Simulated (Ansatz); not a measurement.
Crystal: CuO.

```
Cu O
1.0
     2.34185   -1.71130    0.00000
    -1.49182   -1.71130   -5.05787
     2.34185    5.13390    0.00000
Cu O
4 4
Direct
  0.32133 0.95658 0.29054
  0.67867 0.04342 0.70946
  0.32256 0.52186 0.68365
  0.67744 0.47814 0.31635
  0.41767 0.70732 0.00990
  0.41393 0.79268 0.65850
  0.22494 0.34817 0.07342
  0.94346 0.15183 0.25818
```

Base run:

| Quantity | Value |
| --- | --- |
| Program | Ansatz 0.2.0 |
| Functional | PBEsol |
| Potentials or basis | Ansatz PAW |
| Cutoff | 420 eV |
| Density cutoff | 1680 eV |
| k mesh | 9 × 5 × 5 |
| Occupations | fermi-dirac, width 0.05 eV |
| Spin | no spin polarisation |

Its results: band gap on the k mesh none (metal or under the smearing width); pressure 46.9 GPa; largest force 15.618 eV/Å.

After a change of settings the same cell gave: band gap on the k mesh none (metal or under the smearing width); pressure 52.0 GPa; largest force 16.800 eV/Å. Which change was it?
A. functional from PBEsol to r2SCAN; cutoff from 420 eV to 500 eV; density cutoff from 1680 eV to 2000 eV; hubbard terms from none to Cu d U = 4.5 eV; hubbard projectors from none to ortho-atomic (the default)
B. functional from PBEsol to LDA; hubbard terms from none to Cu d U = 5.3 eV; hubbard projectors from none to ortho-atomic (the default)
C. hubbard terms from none to Cu d U = 5.3 eV; hubbard projectors from none to ortho-atomic (the default)
D. functional from PBEsol to LDA

A.

Caveats: a pressure of tens of GPa on the cell as given is suspect, and the run, the potentials or the cell itself is likely at fault; the run has no spin polarisation, though such a crystal can be magnetic; the PAW data sets come from PBE, with cores solved anew for the run's functional, which leaves a small shift of forces and pressure; forces of over 1 eV/Å show positions far from the minimum, so gaps and moduli don't describe the material at rest; semilocal functionals often make such compounds metallic where correlation or magnetic order opens a gap, which also shifts bond lengths (some runs); U without spin polarisation on a metal has little footing (some runs).

Not every run made on this cell is shown here.
